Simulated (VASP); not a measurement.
**NaI (strained CsCl): one r²SCAN single-point calculation in two programs**

```
CELL_PARAMETERS angstrom
4.02680 0.00000 0.00000
0.00000 4.04054 0.00000
0.00000 0.00000 4.04054
ATOMIC_POSITIONS crystal
Na 0.00000 0.00000 0.00000
I 0.50000 0.50000 0.50000
```

The two codes use different PAW datasets and cutoffs. VASP's cell holds 14 valence electrons and Ansatz's 26. Ansatz's stress includes a Pulay correction; VASP's doesn't.

Cutoffs: 520 eV in VASP, 500 eV in Ansatz. k meshes: 6×6×6 and 6×6×6.

```json
{"": "gap between bands v and c", "VASP": "3.06 eV", "Ansatz": "3.05 eV"}
{"": "least direct gap", "VASP": "3.33 eV", "Ansatz": "3.32 eV"}
{"": "pressure", "VASP": "0.1 GPa", "Ansatz": "0.1 GPa"}
```

Band v is the last that the valence electrons fill when counted band by band, and c is the next. Levels in eV from the top of v, Ansatz:

```csv
point,v−1,v,c,c+1
Γ,-0.70,-0.67,3.05,6.12
X,-0.37,-0.33,5.33,7.15
M,-2.67,-0.02,3.34,7.72
R,-2.18,-2.18,4.65,4.65
```

VASP:

| point | v−1 | v | c | c+1 |
| --- | --- | --- | --- | --- |
| Γ | -0.70 | -0.67 | 3.06 | 6.08 |
| X | -0.37 | -0.34 | 5.32 | 7.17 |
| M | -2.67 | -0.02 | 3.35 | 7.66 |
| R | -2.18 | -2.18 | 4.64 | 4.64 |
